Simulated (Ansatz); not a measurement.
# CuAu₃: what symmetry allows forces and stress to be

```xyz
4
Lattice="3.6694 0.0000 0.0000 0.0000 3.9082 0.0000 0.0000 0.0000 3.9082" Properties=species:S:1:pos:R:3 pbc="T T T"
Cu    0.0000    0.0000    0.0000
Au    0.0000    1.9541    1.9541
Au    1.9129    0.0000    1.9541
Au    1.7565    1.9541    0.0000
```

These are results of DFT PBEsol, scalar-relativistic, plane waves, PAW (Ansatz), not measurements.

Settings: cutoff 420 eV, Γ-centred mesh 10×10×10 on the computed 4-atom cell, Gaussian smearing of 0.10 eV; no spin polarisation.

This distorted cell has space group P-4m2, with 8 operations.

Task: Without a calculation: in which directions can each atom feel a force?

Result: A force must be left unchanged by every operation that keeps its atom in place, so it lies in the space that those operations leave fixed. Atoms that the group maps onto each other feel forces of one size.
| atom | site symmetry | operations at the site | equivalent to atom | allowed force (Cartesian) |
| --- | --- | --- | --- | --- |
| Cu1 | -4m2 | 8 | 1 | none |
| Au2 | -4m2 | 8 | 2 | none |
| Au3 | 2mm. | 4 | 3 | along (1.00, 0.00, 0.00) |
| Au4 | 2mm. | 4 | 3 | along (1.00, 0.00, 0.00) |

That leaves 1 independent force component of 12. A relaxation in this cell that keeps the symmetry moves the atoms in these directions alone.

Task: And the stress tensor?

Result: It must be invariant under the point group, which leaves 2 independent components: yz, xz, xy vanish; yy = zz.

Task: Do the computed values obey this?

Result: Yes. Forces (eV/Å):
```
Cu1  0.000  0.000  0.000
Au2  0.000  0.000  0.000
Au3 -0.866  0.000  0.000
Au4  0.866  0.000  0.000
```

Stress (GPa, compression positive, xx yy zz yz xz xy): 30.25 26.58 26.58 0.00 0.00 0.00. The program imposes the same operations on density, forces and stress, so this confirms the analysis and is no independent test of the calculation.

Spin–orbit coupling is left out, which can shift energies with elements as heavy as these.